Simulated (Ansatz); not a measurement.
Bulk crystal (Al₃Ru₂) after relaxation:

```yaml
crystal:
  lattice:
    - [-1.53668, 1.53668, 7.12583]
    - [1.53668, -1.53668, 7.12583]
    - [1.53668, 1.53668, -7.12583]
  atoms:
    - { symbol: Al, position: [0.00000, 0.00000, 0.00000] }
    - { symbol: Al, position: [0.80626, 0.80626, 0.00000] }
    - { symbol: Al, position: [0.19374, 0.19374, 0.00000] }
    - { symbol: Ru, position: [0.60566, 0.60566, 0.00000] }
    - { symbol: Ru, position: [0.39434, 0.39434, 0.00000] }
```

Miller indices refer to the conventional cell of I4/mmm (No. 139), a = 3.073 Å, b = 3.073 Å, c = 14.252 Å, α = 90.00°, β = 90.00°, γ = 90.00°.

The (001) slab of 10 planes, 12.6 Å thick with 15 Å of vacuum as cut; outer planes Al (top) and Al (bottom).

Computed with Ansatz 0.2.0, DFT PBEsol, scalar-relativistic, plane waves, PAW. Cutoff 420 eV; k points 11×11×1 on the computed 10-atom cell (Γ-centred); Gaussian smearing, width 0.10 eV; no spin polarisation. The cell repeats along c with a dipole correction in the vacuum.

Results for the relaxed slab:

```
Surface energy (mean of both faces) : 1.42 J/m²
Work function                       : 3.28 eV
```

Relaxation lowers the energy by 0.045 J/m² a face; the largest move is 0.070 Å.

```
plane (bottom to top) atoms spacing to next, bulk (Å) relaxed (Å) change (%)
                    1     Al                      1.255        1.177        -6.2
                    2     Ru                      1.506        1.546        +2.6
                    3     Al                      1.506        1.482        -1.6
                    4     Ru                      1.255        1.265        +0.8
                    5     Al                      1.604        1.569        -2.1
                    6     Al                      1.255        1.265        +0.8
                    7     Ru                      1.506        1.482        -1.6
                    8     Al                      1.506        1.546        +2.6
                    9     Ru                      1.255        1.177        -6.2
                   10     Al
```